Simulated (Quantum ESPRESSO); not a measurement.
## Y in Quantum ESPRESSO: the effect of Hubbard term

Y:

```
Y
1.0
     0.00000    2.55199    2.55199
     2.55199    0.00000    2.55199
     2.55199    2.55199    0.00000
Y
1
Direct
  0.00000 0.00000 0.00000
```

This isn't the form of Y at room conditions, which is hcp.

Alike in all runs:

* Program: Quantum ESPRESSO 7.5
* Task: Hubbard U by linear response
* Functional: PBEsol
* Potentials or basis: GBRV 1.5 PBEsol
* Cutoff: 612 eV
* Density cutoff: 4898 eV
* k mesh: 8 × 8 × 8
* Occupations: cold, width 0.2 eV
* Spin: no spin polarisation
* Start of the occupations: default
* Hubbard projectors: ortho-atomic
* Mixing beta: 0.3
* Most SCF iterations: 120
* SCF threshold: 2e-10 Ry
* q mesh: 2 × 2 × 2

One run gave: pressure 11.5 GPa. Which Hubbard term did it use?
A. Y d U = 2.0 eV
B. Y d U = 6.0 eV
C. Y d U = 4.0 eV
D. Y d U = 8.0 eV
E. Y d U = 0.0001 eV

B.

| Hubbard term | pressure (GPa) |
| --- | --- |
| Y d U = 0.0001 eV | -2.9 |
| Y d U = 2.0 eV | 1.1 |
| Y d U = 4.0 eV | 6.5 |
| Y d U = 6.0 eV | 11.5 |
| Y d U = 8.0 eV | 18.0 |

Caveats: the computed U isn't converged in cell size; U without spin polarisation on a metal has little footing; the U is typed as a test and isn't derived for this compound.

Not every run made on this cell is shown here.
